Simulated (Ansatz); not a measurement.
# Ge (P4/mmm) in Ansatz: notebook, part 2 of 2

Ansatz 0.2.0. The steps go on from the part before.

### Step 4. Relaxation of the atoms, PBE (strained by +4 %)

The input, input.yaml:

```yaml
crystal:
  lattice:
    - [5.4502032, 0.0, 0.0]
    - [0.0, 5.4502032, 0.0]
    - [0.0, 0.0, 2.65536]
  atoms:
    - { symbol: Ge, position: [0.0, 0.0, 0.0] }
    - { symbol: Ge, position: [0.0, 0.5, 0.0] }
    - { symbol: Ge, position: [0.5, 0.0, 0.0] }
hamiltonian:
  xc: pbe
  pseudopotentials: { kind: paw }
kpoints:
  mp_grid: { grid: [5, 5, 10] }
scf:
  occupations: { method: fermi_dirac, width: 0.05 }
output:
  forces: true
  stress: true
  eigenvalues: true
  write_density: true
  write_potential: true
  elf: true
  volumetric_format: npy
relax:
  f_tol: 0.01
  max_steps: 40
```

Potentials or basis: Ansatz PAW.

Command:

```
$ ansatz run input.yaml --threads 2 --pin off --max-ram 5632MiB --backend cpu --events-out ev --progress --plain --runs-dir out
```

Log:

```text
Warning: output.stress: scf.convergence.dr2_threshold = 1e-7 eV (the SCF's general default) is looser than the 3e-10 eV advised for a printed stress (1e-10 eV for each atom of the cell: 3). What an SCF threshold leaves in a stress goes as its square root, and in the free energy as the threshold itself, and one threshold admits the most on a small cell: of the crystals measured, under no hybrid functional and no lock of the moments, on runs that ended without the residual-converged pass, on stresses that held no estimate of that error, the worst erred by over 100 MPa in a component at 1e-7 eV an atom and by under 5 at 1e-10. Every solve of this run answers to scf.convergence.dr2_threshold, and the tensor of one is reported: a single SCF on the reported geometry and on this run's grids (its basis.xc_grid and basis.ecutrho_ratio typed), with scf.convergence.dr2_threshold at 3e-10 eV or tighter, prints it and tightens no other solve. Else set scf.convergence.dr2_threshold to 3e-10 eV or tighter. The threshold is an SCF's pass mark: one that does not reach it within its budget of iterations ends unconverged, or closes short of it on a stop that the run arms, and scf.convergence.dr2_threshold's page says what that costs each kind of run
Warning: RAYON_NUM_THREADS=2 ignored (pool sized by the plan → 2); use --threads N
Engine: ansatz 0.2.0, aarch64-unknown-linux-gnu
Pseudopotentials: kind: paw
Pseudopotential: Ge, paw, valence charge 14, recommended cutoff 420 eV (normal), Ge.paw.azcp
Functional definition: PBE
  parameter kappa = 0.804
  parameter beta = 0.06672455060314922
  exchange = pbe_x(kappa = kappa, mu = beta*pi^2/3)
  correlation = pbe_c(beta = beta)
Crystal: 3 atoms, lattice volume = 78.877 Å³
Basis set: ecut = 420 eV, 1549 PW (Γ), exchange–correlation on 80×80×36 points (8 copies of the dense FFT grid, shifted against one another)
Bands: 26, of which v1, the nominal top of the filled ones, is band 21 counted from 1 (20 counted from 0)
Symmetry: 16 space group operations
Space group: P4/mmm (ITA 123), of the structure as read, at distance tolerance 4.3e-5 Å
k-points: 36 of 250
Non-local potential: Ge, projectors of the file, l = 0: 2, l = 1: 2, l = 2: 3, l = 3: 1
PAW form: soft (Blöchl's): semilocal exchange-correlation on the pseudo side does not see the compensation charge
PAW one-centre angular grid: Ge, 590 points (default); XC on 64 Gauss nodes
Initial density: superposition of atomic densities (neutral atoms: chi_scale 0, normalization atom), corrected by the library's trained network
Initial wavefunctions: pseudopotential atomic-orbital guess
Functional: x = pbe(κ = 0.804, μ = 0.2195149727645171), c = pbe(β = 0.06672455060314922)
SCF iter   1: F=—  HF=-12883.280528 eV  |F-HF|=—  |Δ(HF+E_count)|=         —  Δρ=1.85e-3  dr2=5.32e-3  ethr=1.77e-3  ⟨swp⟩=5.9  Hψ=3782  notcnv=0
preconditioner: auto → LDOS  [metal: Δε(μ)=0.035 eV  Ē_g=22.161 eV  σ=0.050 eV  W_gap=0.17  n_scr=14 (ndim 8)  ℏωp=27.1 eV  f_vac=0.110  D(μ)=1.88/eV (n_scr^D=8)  β→1.0]
SCF iter   2: F=—  HF=-12883.280477 eV  |F-HF|=—  |Δ(HF+E_count)|=   5.04e-5  Δρ=8.46e-4  dr2=6.07e-4  ethr=1.27e-5  ⟨swp⟩=2.0  Hψ=2068  notcnv=0  defer=1
SCF iter   3: F=—  HF=-12883.280619 eV  |F-HF|=—  |Δ(HF+E_count)|=   1.42e-4  Δρ=7.80e-4  dr2=2.51e-4  ethr=1.44e-6  ⟨swp⟩=2.0  Hψ=1698  notcnv=0  defer=1
SCF iter   4: F=—  HF=-12883.280218 eV  |F-HF|=—  |Δ(HF+E_count)|=   4.02e-4  Δρ=7.13e-5  dr2=3.53e-6  ethr=5.98e-7  ⟨swp⟩=2.0  Hψ=1696  notcnv=0  defer=1
SCF iter   5: F=—  HF=-12883.280271 eV  |F-HF|=—  |Δ(HF+E_count)|=   5.35e-5  Δρ=1.48e-5  dr2=2.85e-7  ethr=8.41e-9  ⟨swp⟩=2.0  Hψ=1700  notcnv=0  defer=1
SCF iter   6: F=-12883.280271 eV  HF=-12883.280271 eV  |F-HF|=5.18e-8  |Δ(HF+E_count)|=   1.94e-7  Δρ=5.63e-6  dr2=3.43e-8  ethr=2.38e-10  ⟨swp⟩=9.1  Hψ=6415  notcnv=0
SCF 1 converged in 6 iterations: F = -12883.280271 eV  dr2 = 3.43e-8
relax step   1: F+E_penalty+E_count = -12883.28027126 eV  Δ(F+E_penalty+E_count) = +0.000e0 eV  max|allowed force component| = 2.432e-29 eV/Å  Δτ_max = 0.0000 Å  (6 SCF iters, accepted)
SCF converged after 6 iterations
Free energy (F): -12883.280271 eV
Harris-Foulkes:  -12883.280271 eV  (|F-HF|=5.18e-8)
Internal energy: -12883.264703 eV  (E = F + TS)
E sigma→0 (E₀):  -12883.272487 eV
Entropy (-TS):   -0.015569 eV (-5.190 meV/atom)
Fermi energy:    6.560932 eV
--- Per-component energies (eV) ---
  E_band       = -519.791608
  E_kinetic    = 327.591304
  E_local      = -7953.882137  (includes V_loc(G=0)·N_el)
  E_nonlocal   = 1247.202902
  E_hartree    = 3486.295647
  E_xc         = -223.983930
  E_vxc        = -189.847753  (∫ρ·V_xc dr)
  E_paw        = -6051.263323  (= ΣΔE_a)
  E_vpaw       = -923.452250  (= ΣTr[D̂ρ^β])
  E_aug_tail   = 0.000936  (compensation charges beyond the density's cutoff)
  E_ewald      = -3715.226101
  E_smearing   = -0.015569  (= −TS)
  E_closure    = 0.000000  (closes the sum)
  Σ components = -12883.280271   (vs F -12883.280271, Δ=0.00e0)
--- Forces (eV/Å), atoms counted from 1 ---
  atom   1  Ge    -0.00000000    -0.00000000     0.00000000
  atom   2  Ge     0.00000000    -0.00000000     0.00000000
  atom   3  Ge     0.00000000     0.00000000     0.00000000
  max |Σ_I F_I| component: 3.59e-29 eV/Å
--- Stress (GPa, compression-positive) ---
       -3.418758       0.000000       0.000000
        0.000000      -3.418758       0.000000
        0.000000       0.000000      -1.726510
  P = ⅓ Tr σ = -2.8547 GPa (-28.547 kbar)
--- Band table (eV; the first three rows and the last of 36) ---
  k-point 0: bands = ["-18.1792", "-18.1764", "-18.1256", "-18.1071", "-18.0923", "-18.0700", "-18.0203", "-18.0203", "-17.9745", "-17.9745", "-17.9394", "-17.8282", "-17.8072", "-17.7754", "-17.7754", "-5.2684", "-2.3665", "-0.1296", "2.0103", "2.0103", "6.5512", "6.5512", "10.4228", "10.9467", "14.1912", "14.1912"]
  k-point 1: bands = ["-18.1573", "-18.1542", "-18.1242", "-18.1035", "-18.0911", "-18.0691", "-18.0288", "-18.0288", "-17.9835", "-17.9835", "-17.9175", "-17.8273", "-17.8054", "-17.7837", "-17.7837", "-5.0631", "-2.1633", "0.0722", "2.2123", "2.2123", "6.7546", "6.7546", "10.6236", "11.1459", "12.2352", "14.3919"]
  k-point 2: bands = ["-18.1218", "-18.1108", "-18.0954", "-18.0881", "-18.0845", "-18.0668", "-18.0510", "-18.0510", "-18.0072", "-18.0072", "-17.8588", "-17.8250", "-17.8053", "-17.8053", "-17.8000", "-4.4483", "-1.5519", "0.6810", "2.8022", "2.8022", "7.3492", "7.3492", "8.8511", "11.2177", "11.3971", "11.7414"]
  k-point 35: bands = ["-18.1095", "-18.1069", "-18.0825", "-18.0803", "-18.0674", "-18.0655", "-18.0627", "-18.0593", "-17.9288", "-17.9241", "-17.8695", "-17.8694", "-17.8374", "-17.8274", "-17.7192", "-0.0658", "0.9500", "1.3481", "2.8407", "3.5415", "3.9982", "7.5242", "8.8880", "9.9961", "10.9696", "11.2799"]
--- Relaxed structure (1 steps of the walk, 1 accepted, 0 SCFs on fresh bases) ---
  F+E_penalty+E_count = -12883.28027126 eV   max|allowed force component| = 2.432e-29 eV/Å
  atoms:
    - { symbol: Ge, position: [0.0, 0.0, 0.0] }
    - { symbol: Ge, position: [0.0, 0.5, 0.0] }
    - { symbol: Ge, position: [0.5, 0.0, 0.0] }
```

rho_z.tsv:

```text
# z_ang	rho[e/angstrom^3]
# format = ansatz-planar-average/11
# lattice	5.450203200	0.000000000	0.000000000
# lattice	0.000000000	5.450203200	0.000000000
# lattice	0.000000000	0.000000000	2.655360000
# sites	3
# site	32	0.000000000	0.000000000	0.000000000
# site	32	0.000000000	2.725101600	0.000000000
# site	32	2.725101600	0.000000000	0.000000000
0.000000	1.897409e0
0.147520	1.551889e0
0.295040	9.114869e-1
0.442560	4.763192e-1
0.590080	2.797668e-1
0.737600	1.934359e-1
[... 10 lines left out ...]
2.360320	9.114869e-1
2.507840	1.551889e0
```

It took 2.4 s on 2 threads of Arm Neoverse V2, shared host; peak memory 0.36 GiB.

What came out:

- Free energy: -12883.2803 eV
- Pressure after relaxing: -2.9 GPa
- Band gap on the k mesh: none (metal or under the smearing width)

Final structure:
```yaml
crystal:
  lattice:
    - [5.45020, 0.00000, 0.00000]
    - [0.00000, 5.45020, 0.00000]
    - [0.00000, 0.00000, 2.65536]
  atoms:
    - { symbol: Ge, position: [0.00000, 0.00000, 0.00000] }
    - { symbol: Ge, position: [0.00000, 0.50000, 0.00000] }
    - { symbol: Ge, position: [0.50000, 0.00000, 0.00000] }
```

Caveat: the relaxation stopped at its first step, so nothing moved; the thresholds are loose for stress.

### Step 5. Summary

```tsv
cell	gap on the mesh (eV)	pressure (GPa)
atoms relaxed from: strained by +1 %	none	-1.0
atoms relaxed from: strained by +2 %	none	-1.7
atoms relaxed from: strained by +4 %	none	-2.9
```

Alike in all rows: task relaxation of the atoms; level PBE; potentials or basis Ansatz PAW; no spin polarisation; k mesh 5 × 5 × 10; cutoff (eV) 420; smearing fermi-dirac 0.05 eV.

Caveats: the relaxation stopped at its first step, so nothing moved; the thresholds are loose for stress.

Total energies depend on the potentials used, so only differences within one code and one set of settings carry meaning.
